The pressure of a crystal held at volume $V$ is $P=-\partial F/\partial V$, the rate at which its free energy $F$ falls when the cell is allowed to expand. Here it comes from the stress in a density-functional calculation of face-centred cubic aluminium, with the same cell in every row. A positive value means that the cell pushes outward, a negative one that it would shrink if released. The only quantity varied on purpose is the smearing width $\sigma$, the energy range around the Fermi energy over which electron levels are allowed to be partly filled.

VASP 6.6.1 calculations of face-centred cubic aluminium with the PBE functional and the recommended PAW PBE potentials, without spin polarisation, at a fixed volume of 16.60 Å³ per atom. All rows use Gaussian smearing, an 11×11×11 k mesh and a plane-wave cutoff of 520 eV; pressure is positive in compression.

| smearing width | pressure (GPa) |
| --- | --- |
| 0.011 eV | -0.560 |
| 0.012 eV | -0.560 |
| 0.014 eV | -0.550 |
| 0.015 eV | -0.550 |
| 0.017 eV | -0.540 |
| 0.018 eV | -0.540 |
| 0.02 eV | -0.530 |
| 0.021 eV | -0.530 |
| 0.023 eV | -0.530 |
| 0.025 eV | -0.520 |
| 0.027 eV | -0.510 |
| 0.028 eV | -0.510 |

The pressure is negative in every row, so this cell is slightly larger than the one the calculation would choose. It becomes less negative as the smearing widens, in a staircase whose longest step spans three rows at −0.530 GPa. These steps come from printing two decimals. Before rounding, the same three pressures are −0.531, −0.528 and −0.526 GPa, and the unrounded pressure rises from each row to the next.

No row therefore breaks the pattern. A straight line laid by least squares through all twelve unrounded pressures stays within 0.002 GPa of each, well inside half a printed step. The runs also differ in their convergence thresholds and numbers of bands, which may account for part of this small scatter. The puzzle lies in the size of this smooth rise, 0.044 GPa from end to end. It looks like the pressure of a warmed electron gas, and it is far too large for that.

## The limit of a perfect mesh

A metal has a continuous band of levels, which a calculation samples at a finite mesh of wave vectors, the k points. Consider first a mesh so dense that the sampling no longer matters. Near the Fermi energy the levels then have a smooth density $D$, counted in states per eV and cell. Smearing moves a number of electrons of order $D\sigma$ upward by an energy of order $\sigma$, so its effect on the energy must scale as $D\sigma^2$.

For Gaussian smearing the algebra gives an energy cost of $D\sigma^2/4$. The partial fillings also carry an entropy $S=D\sigma/2$, a pure number here, which enters the free energy as $-\sigma S=-D\sigma^2/2$. The sum is

$$F=E_0-\frac{D\sigma^2}{4},$$

where $E_0$ is the energy at zero width. The heat of electrons in a real metal has the same quadratic form, with temperature in place of width.

Only the volume dependence of $D$ can turn this into pressure. Aluminium's three outer electrons behave roughly like free electrons, for which $D=3N/(2E_F)$, with $N$ the number of electrons and $E_F$ the height of the Fermi energy above the band bottom. Expansion lowers $E_F$ as $V^{-2/3}$, so $D$ grows as $V^{2/3}$. Differentiating $F$ then gives an added pressure

$$\Delta P=\frac{D\sigma^2}{6V}.$$

The estimate can be worked through for the whole series. The calculated band bottom lies 11.1 eV below the Fermi energy, so $D=3\times3/(2\times11.1)=0.405$ states per eV. Between the narrowest and the widest smearing, $\sigma^2$ grows by $0.028^2-0.011^2=0.00066$ eV². With the cell volume of 16.6 Å³, and 1 eV/Å³ equal to about 160 GPa,

$$\Delta P\approx\frac{0.405\times0.00066}{6\times16.6}\times160\ \text{GPa}\approx0.0004\ \text{GPa}.$$

No pressure from the table entered this estimate, and it falls short of the computed rise by a factor of about 100. The approximations of the free-electron picture are much too mild to explain that. What fails is the assumption of a smooth density of levels.

## What the pressure slope measures

Thermodynamics shows where the factor comes from. When the width changes at fixed volume, the free energy changes by $-S\,d\sigma$; when the volume changes at fixed width, it changes by $-P\,dV$. Because both are slopes of one function $F$, they are linked:

$$\left(\frac{\partial P}{\partial\sigma}\right)_V=\left(\frac{\partial S}{\partial V}\right)_\sigma.$$

The pressure rises with smearing only if the smearing entropy rises with volume. A series at one fixed volume thus reveals how the levels near the Fermi energy would respond to stretching the crystal.

The entropy itself follows from the energies of the same runs. It grows from 0.013 at the narrowest width to 0.0245 at the widest. At 0.020 eV it corresponds to a level density of about 2 states per eV, five times the free-electron value. Moreover, this apparent density falls as the width grows, whereas a smooth band would return the same density at every width in so narrow a range.

The larger part of the discrepancy lies in the response to volume. The fitted line has a slope of 2.7 GPa per eV, which means $V\,\partial S/\partial V\approx2.7\times16.6/160=0.28$. Compared with the entropy of 0.02 in the middle of the series, this says that a 1% larger volume would raise the entropy by about 14%. For free electrons the figure would be two thirds of a percent, some twenty times less. Five times too much entropy, reacting twenty times too strongly to volume, makes up the factor of 100.

## A few levels in place of a band

A coarse sampling of the band offers a natural explanation. The mesh has $11^3=1331$ points, and the symmetry of the cubic crystal groups them into stars of up to 48 points with identical energies. One level of a full star holds $2\times48/1331=0.072$ electrons. At the free-electron density, such levels would lie on average $0.072/0.405\approx0.18$ eV apart, more than six times the widest smearing used here. Most stars are smaller than this, so the actual levels lie closer together, on average about half as far apart. That is still some three times the widest smearing.

At these widths the smearing does not blend the levels into a band. It acts on the few that happen to lie close to the Fermi energy. The amount of entropy fits this view: a single full-star level, half filled, can supply at most 0.020, and one of a smaller star less, so a few levels are enough for the computed values. One alone would not do: the number of electrons would fix its filling, and the entropy could not grow with the width.

The strong response to volume also becomes understandable. In a purely free-electron metal all levels near the Fermi energy would shift almost together on expansion, and their fillings would hardly change. The lattice potential makes some levels move faster than others. A relative shift of a few hundredths of an eV is negligible on the scale of the whole band, but it is comparable with $\sigma$ and can therefore change a filling substantially.

The sign of the slope carries information too. Since the pressure rises with width, the entropy must grow on expansion, so stretching the cell would, on balance, bring the important levels nearer to half filling. That is a property of this mesh at this volume. If expansion instead carried the levels away from the Fermi energy, the pressure would fall with increasing width.

The sizes of these effects argue strongly for the mesh as the cause, but the series contains only one mesh. Repeating it with a sequence of denser ones would be the decisive test. A slightly denser mesh could give quite a different slope, even one of opposite sign. Once the levels lie closer together than the smearing width, however, the slope should shrink towards the tiny value of a smooth band. Which stars are responsible remains open.

## Two levels as a simpler system

A system of two levels sharing a fixed number of electrons shows the same behaviour in its simplest form. Let the lower level be full and the upper one empty at zero width. As long as $\sigma$ is much smaller than their separation, the fillings stay frozen. When $\sigma$ becomes comparable with the separation, electrons move gradually from one level to the other, and any quantity that differs between the levels, such as their contribution to the pressure, moves with them.

This transfer has no threshold. Gaussian fillings vary continuously with width, and here the cell, its symmetry and the mesh stay the same throughout. That is why the pressure changes smoothly even though only a few levels are at work. A smooth curve is therefore no sign that the mesh is dense enough.

The comparison holds only while few levels take part. Two levels reach a largest possible entropy and then stop responding. In aluminium, a wider smearing keeps reaching further levels, and the entropy eventually grows in proportion to $\sigma$, as in a continuous band.

## Where the smooth trend should end

Towards zero width, with the mesh unchanged, all fillings must finally freeze. Some level must stay partly filled even then, because three electrons for each of the 1331 points make an odd total, while every level at a point holds two. But the number of electrons fixes how full that level is. The pressure must therefore level off, and the straight line cannot continue to zero width.

The rows at hand do not settle the value at which it levels off. A line in $\sigma^2$ through the same twelve pressures also stays within half a printed step of each. Yet at zero width the two lines differ by 0.025 GPa, more than half of the entire computed rise. Agreement inside the range gives no licence to extrapolate beyond it.

In the opposite direction, the trend should change character as $\sigma$ approaches the actual level spacing, roughly a tenth of an eV. Many stars then overlap, their individual shifts average out, and the weak quadratic law should take over. An actual jump is to be expected when the mesh itself is changed, because that replaces one set of levels near the Fermi energy by another.

## What the effect means in use

Energies give little warning of this error. Over the whole series the free energy falls by only 0.33 meV per atom, which most purposes would count as converged. Pressure is a slope of that energy with respect to volume, and a small error that varies quickly with volume has a large slope. Extrapolating the energy to zero width does not repair the pressure, which belongs to the free energy at the width actually used.

For the crystal itself, a pressure change of 0.044 GPa is slight: with a bulk modulus of roughly 76 GPa, a recalled value, it corresponds to a change of about 0.02% in the lattice constant. Within the range of the table, the choice of width is thus harmless for most structural work on this cell, though the series does not show how far the mesh itself shifts the pressure. It matters when small pressures or small differences between stresses are the result sought, and then the mesh and the width have to be tested together.
